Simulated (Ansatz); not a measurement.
## An inverse problem

Cell vectors (Å):

```
4.2402 0.0000 0.0000
0.0000 4.2402 0.0000
0.0000 0.0000 4.2402
```

```
atom       a       b       c
  Cs  0.0000  0.0000  0.0000
   X  0.5000  0.5000  0.5000
```

These are results of PBEsol, PAW on Ansatz 0.2.0's default frozen-core files (fitted under PBE), scalar-relativistic, not measurements. k mesh 6×6×6, strains of ±0.003, fixed occupations.

Elastic constants of a crystal by Kohn-Sham DFT: slopes of the stress over finite engineering strains of the given cell, Voigt indices, Cartesian axes as in the cell vectors.

```csv
index,elastic (GPa)
11,31.3
12,8.3
44,8.4
```

Q: All X atoms are one element. Which one was computed?

A: Br; the crystal is CsBr (Pm-3m).

Caveats: frozen-core PAW files fitted under PBE, their cores solved anew for the functional of the run.
